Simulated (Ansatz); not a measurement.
CsCl:
```
CELL_PARAMETERS angstrom
      4.20610     0.00000     0.00000
      0.00000     4.20610     0.00000
      0.00000     0.00000     4.20610
ATOMIC_POSITIONS crystal
  Cs 0.00000 0.00000 0.00000
  Cl 0.50000 0.50000 0.50000
```

Relaxed with PBE.

### Question
Decompose the optical modes at the zone centre into irreducible representations, and say which are infrared and Raman allowed.

### Answer
Point group m-3m: Γ_opt = T1u. Infrared: T1u. Raman: none.

### Question
Assign frequencies (DFPT, PBE in the plane-wave PAW code Ansatz; without the LO–TO term).

### Answer
T1u 74 cm⁻¹.

Space group Pm-3m (CsCl type). The cell was relaxed with PBE under the symmetry of its start; phonons on a q-mesh show no instability. Scalar-relativistic: spin–orbit coupling is off unless named, which matters more the heavier the elements.

Potentials: the later of the program's two PAW sets.
